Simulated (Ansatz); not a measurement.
Consider AlSb in the zinc blende structure (space group F-43m, No. 216).

AlSb has the cubic space group F-43m (No. 216), the zinc blende structure, Pearson symbol cF8. Lattice parameters: a = 6.2256 Å, b = 6.2256 Å, c = 6.2256 Å, α = 90.00°, β = 90.00°, γ = 90.00°. Sb on 4c sees 4 Al at 2.696 Å (tetrahedral). Al on 4a has 4 Sb at 2.696 Å (tetrahedral). (Neighbours: up to the widest gap in distance over summed covalent radii, below 1.35, at either atom; cation-cation and far metal-metal contacts left out.)
(The calculation used a cell of 2 atoms; values per cell refer to that cell.)

Calculations: PBE/PAW in Ansatz (a first-principles code), no spin-orbit coupling, earlier PAW set.

Carriers are added at fixed cell with a uniform background; the Fermi–Dirac width is that of 300 K.

One change was made to it. Results:

| quantity | base | after |
|---|---|---|
| Fermi level relative to the doped band's edge (positive inside the band; to 0.05 eV) | – | +0.55 eV |
| gap character | indirect, Γ → L | indirect, Γ → a point along ⟨100⟩, about 0.9 Å⁻¹ from Γ |
| gap between the host's bands | 1.24 eV | 1.17 eV |

Problem. Name the change that was made.
A) electrons 5.0×10^21 cm⁻³
B) holes 7.0×10^20 cm⁻³
C) holes 3.0×10^21 cm⁻³

Solution. A, electrons 5.0×10^21 cm⁻³. For comparison, the gap between the host's bands in the other runs: holes 7.0×10^20 cm⁻³ gives 1.25 eV; holes 3.0×10^21 cm⁻³ gives 1.29 eV.

Charged cell with a jellium background: band edges are those of the host's band count, energies are not comparable with the neutral cell, and many-body gap narrowing is missing. With Sb present, leaving out spin-orbit coupling can change the band edges. Stability against distortions was not tested.
